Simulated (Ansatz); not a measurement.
# SnSe: the cost of one run

Computed with Ansatz 0.2.0 (DFT PBE, scalar-relativistic, plane waves, PAW, unless a step's input says otherwise).

1 further run of the same task is left out (set aside as unsound or not needed). Runs told in other sessions of the task aren't counted.

## 1. The system as given

It takes space group Fm-3m (No. 225, cubic). Conventional cell: a = 6.062 Å, b = 6.062 Å, c = 6.062 Å, α = 90.00°, β = 90.00°, γ = 90.00°. Sn (site symmetry m-3m) has 6 Se at 3.03 Å in its first shell of neighbours. Se (site symmetry m-3m) has 6 Sn at 3.03 Å in its first shell of neighbours.

As a file:

```xyz
2
Lattice="0.0000 3.0308 3.0308 3.0308 0.0000 3.0308 3.0308 3.0308 0.0000" Properties=species:S:1:pos:R:3 pbc="T T T"
Sn    0.0000    0.0000    0.0000
Se    3.0308    3.0308    3.0308
```

It is the end of an earlier relaxation with the same method, from a generated guess; it is a trial structure. At a tolerance of 0.02 Å it has space group Fm-3m (No. 225); it has 27.84 Å³/atom, an uncorrected energy of -0.43 eV/atom over the elements.

## 2. Electronic structure at the relaxed geometry

File input.yaml:

```yaml
crystal:
  lattice:
    - [0.0, 3.0308108258, 3.0308108258]
    - [3.0308108258, 0.0, 3.0308108258]
    - [3.0308108258, 3.0308108258, 0.0]
  atoms:
    - { symbol: Sn, position: [0.0, 0.0, 0.0] }
    - { symbol: Se, position: [0.5, 0.5, 0.5] }
basis:
  ecutwfc: 420
kpoints:
  mp_grid: { grid: [10, 10, 10] }
  band_path:
    path:
      - [[0.0, 0.0, 0.0], [0.5, 0.0, 0.5], [0.625, 0.25, 0.625]]
      - [[0.375, 0.375, 0.75], [0.0, 0.0, 0.0], [0.5, 0.5, 0.5], [0.5, 0.25, 0.75], [0.5, 0.0, 0.5]]
    npoints: 14
hamiltonian:
  xc: pbe
scf:
  occupations: { method: gaussian, width: 0.02 }
  n_extra_bands: 6
output:
  forces: true
  stress: true
  eigenvalues: true
  populations: true
  dos: { projected: true, de: 0.02, nscf_kmesh: { grid: [15, 15, 15] } }
  bader: true
  write_density: true
  write_potential: true
  elf: true
  volumetric_format: npy
```

Run with:

```bash
$ ansatz run input.yaml --threads 1 --pin off --max-ram 2560MiB --backend cpu --events-out ev --progress --plain --runs-dir out
```

What time and memory should one allow on 1 thread of Intel Xeon 6975P-C (Granite Rapids), shared host?

About 10 s, with a peak of 0.43 GiB.
